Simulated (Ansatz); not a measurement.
## Ionic part of the dielectric constant of SiC at 3 GPa, mode by mode

All numbers below come from DFT LDA, scalar-relativistic, plane waves, PAW (Ansatz). Cutoff 420 eV, 12×12×6 k-points (Γ-centred), fixed occupations. No spin polarisation. Phonons by linear response, acoustic sum rule imposed.

Symmetry: P6_3mc, No. 186, hexagonal system. The conventional cell has a = 3.044 Å, b = 3.044 Å, c = 4.994 Å, α = 90.00°, β = 90.00°, γ = 120.00°. Si (site symmetry 3m) is surrounded by 4 C at 1.86 to 1.88 Å. Around C (site symmetry 3m) lie 4 Si at 1.86 to 1.88 Å.

The primitive cell has V = 40.07 Å³ and ε∞,xx = 6.858. Each polar mode adds Δε = (4.92064×10⁷/V)·S/ν² along x, with S its oscillator strength in e²/amu, ν in cm⁻¹ and V in Å³.

Task: From these modes, find each Δε and ε0,xx.
| ν (cm⁻¹) | S_xx (e²/amu) |
| --- | --- |
| 812.7 | 1.737 |

Result:
| ν (cm⁻¹) | Δε |
| --- | --- |
| 812.7 | 3.23 |

The sum is 3.229, so ε0,xx = 10.09; the run's tensor has 10.09.

Task: Where do the longitudinal modes lie for a wave vector along x?

Result: At 986 cm⁻¹. The Lyddane–Sachs–Teller product Π(ν_LO/ν_TO)² = 1.47 matches ε0/ε∞ = 1.47.

Cost: 1 run of about 3.7 core-minutes, on Arm Neoverse N1 (shared hosts).

The in-plane static response of this wurtzite SiC is mostly electronic: the lattice adds 3.23 to an ε∞,xx of 6.858. A single mode carries the whole ionic part because wurtzite has only one polar optical branch for fields perpendicular to the hexagonal axis, the E1 mode, in which the Si and C sublattices move against each other.

Its contribution reflects two opposing factors. Charge transfer towards the more electronegative carbon gives the mode a sizeable oscillator strength, while stiff, short sp³ bonds limit the displacement in a static field. The light carbon atom helps to keep the frequency high, but the mass cancels out of the static response. The same polarity produces the macroscopic field that lifts the longitudinal mode to 986 cm⁻¹. With one polar mode, the Lyddane–Sachs–Teller agreement confirms internal consistency, not the accuracy of the dielectric constants. The electronic part is probably somewhat too large, since LDA underestimates the band gap and tends to overestimate electronic polarisability. A single pressure does not show how compression changes the balance between the ionic and electronic parts.
